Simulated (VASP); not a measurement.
A run of VASP 6.6.1 is set up as follows.

Contents of INCAR:

```
ALGO = Normal
EDIFF = 1E-7
EDIFFG = -0.002
ENCUT = 520
GGA = PS
IBRION = 2
ISIF = 3
ISMEAR = 0
IVDW = 12
LASPH = T
LCHARG = F
LREAL = F
LWAVE = F
NELM = 60
NSW = 80
PREC = Accurate
PSTRESS = 320.0
SIGMA = 0.02
```

Contents of KPOINTS:

```
k-points
0
Gamma
  10 10 10
```

Contents of POSCAR:

```
NaCl
1.0
    3.5021900000      0.0000000000      0.0000000000
    0.0000000000      3.5021900000      0.0000000000
    0.0000000000      0.0000000000      3.5021900000
Na Cl
1 1
Direct
    0.0000000000      0.0000000000      0.0000000000
    0.5000000000      0.5000000000      0.5000000000
```

Potentials or basis: VASP PAW PBE potentials, release 64 (Na_pv, Cl).

Run with:

```console
$ cat potpaw_PBE.64/Na_pv/POTCAR potpaw_PBE.64/Cl/POTCAR > POTCAR
$ mpirun -np 1 vasp_std > vasp.out
```

(1) Estimate the space group after relaxing (to 0.05 Å).

(2) What does it give for the relaxed volume?

Results:

(1) Pm-3m (No. 221).

(2) 13.15 Å³/atom.

Caveat: the cell is relaxed towards a set pressure, so the enthalpy falls and the energy may rise; the volume moved by over 15 % at a fixed basis, so the end points are rough; the PAW data sets were made with another functional, which shifts forces and pressure a little.
